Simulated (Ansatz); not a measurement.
# MnS: band structure with r2SCAN

The system is MnS.

```
Mn S
1.0
     0.00000    2.47346    2.47346
     2.47346    0.00000    2.47346
     2.47346    2.47346    0.00000
Mn S
1 1
Direct
  0.00000 0.00000 0.00000
  0.75000 0.75000 0.75000
```

The cell is a database's computed one.

- Program: Ansatz 0.2.0
- Task: band structure
- Functional: r2SCAN
- Potentials or basis: Ansatz PAW
- Cutoff: 500 eV (not typed: the program's choice for these potentials)
- k mesh: 9 × 9 × 9
- Occupations: fermi-dirac, width 0.05 eV
- Spin: collinear spin, ferromagnetic start
- Starting moments: [4.0, 0.0] μB
- Path: [["G", "X", "W", "K", "G", "L", "U", "W", "L", "K"], ["U", "X"]]
- Points for each segment of the path: 14

```yaml
Pressure: 33.4 GPa
Band_gap_on_the_k_mesh: none (metal or under the smearing width)
Net_moment: 3.69 μB per cell
Absolute_moment: 3.70 μB per cell
Site_moments: Mn +3.14; S +0.03 μB
```

Levels at the corners of the path, in eV from the Fermi level:
Spin up:
| point | band 9 | band 10 | band 11 | band 12 | band 13 | band 14 | band 15 | band 16 | band 17 |
| --- | --- | --- | --- | --- | --- | --- | --- | --- | --- |
| Γ | -3.64 | -3.64 | 2.01 | 2.01 | 2.01 | 3.42 | 7.03 | 7.03 | 7.03 |
| X | -3.73 | -3.12 | -2.66 | -2.00 | -2.00 | 4.24 | 5.59 | 12.64 | 13.83 |
| W | -3.88 | -3.54 | -2.97 | -2.05 | -1.20 | 6.22 | 8.61 | 8.79 | 8.87 |
| K | -3.98 | -3.36 | -2.71 | -1.84 | -1.19 | 4.93 | 7.57 | 10.32 | 10.94 |
| Γ | -3.64 | -3.64 | 2.01 | 2.01 | 2.01 | 3.42 | 7.03 | 7.03 | 7.03 |
| L | -3.35 | -3.35 | -2.77 | 0.15 | 0.15 | 4.80 | 7.61 | 7.61 | 9.68 |
| U | -3.98 | -3.36 | -2.71 | -1.84 | -1.19 | 4.93 | 7.57 | 10.32 | 10.94 |
| W | -3.88 | -3.54 | -2.97 | -2.05 | -1.20 | 6.22 | 8.61 | 8.79 | 8.87 |
| L | -3.35 | -3.35 | -2.77 | 0.15 | 0.15 | 4.80 | 7.61 | 7.61 | 9.68 |
| K | -3.98 | -3.36 | -2.71 | -1.84 | -1.19 | 4.93 | 7.57 | 10.32 | 10.94 |
| U | -3.98 | -3.36 | -2.71 | -1.84 | -1.19 | 4.93 | 7.57 | 10.32 | 10.94 |
| X | -3.73 | -3.12 | -2.66 | -2.00 | -2.00 | 4.24 | 5.59 | 12.64 | 13.83 |
Spin down:
| point | band 7 | band 8 | band 9 | band 10 | band 11 | band 12 |
| --- | --- | --- | --- | --- | --- | --- |
| Γ | -4.98 | -4.98 | 0.77 | 0.77 | 3.98 | 4.66 |
| X | -4.60 | -4.60 | -1.35 | 1.02 | 1.35 | 1.35 |
| W | -5.87 | -4.84 | -1.22 | 0.15 | 1.61 | 1.76 |
| K | -5.65 | -4.59 | -1.06 | 0.75 | 0.81 | 2.28 |
| Γ | -4.98 | -4.98 | 0.77 | 0.77 | 3.98 | 4.66 |
| L | -4.70 | -4.70 | 0.71 | 1.01 | 1.01 | 2.75 |
| U | -5.65 | -4.59 | -1.06 | 0.75 | 0.81 | 2.28 |
| W | -5.87 | -4.84 | -1.22 | 0.15 | 1.61 | 1.76 |
| L | -4.70 | -4.70 | 0.71 | 1.01 | 1.01 | 2.75 |
| K | -5.65 | -4.59 | -1.06 | 0.75 | 0.81 | 2.28 |
| U | -5.65 | -4.59 | -1.06 | 0.75 | 0.81 | 2.28 |
| X | -4.60 | -4.60 | -1.35 | 1.02 | 1.35 | 1.35 |

Run time: 12 s on 2 threads of AMD EPYC 7B13 (Zen 3), with other jobs on the host, peak memory 0.48 GiB.

Caveat: the magnetic or orbital state may not be the lowest; a pressure of tens of GPa on the cell as given is suspect, and the run, the potentials or the cell itself is likely at fault; a cell with one magnetic atom can't hold antiferromagnetic order, which such compounds often take; semilocal functionals often make such compounds metallic where correlation or magnetic order opens a gap, which also shifts bond lengths; the PAW data sets come from PBE, with cores solved anew for the run's functional, which leaves a small shift of forces and pressure. With open d or f shells a metallic result of r2SCAN can be an artefact of self-interaction; +U or a hybrid may open a gap.
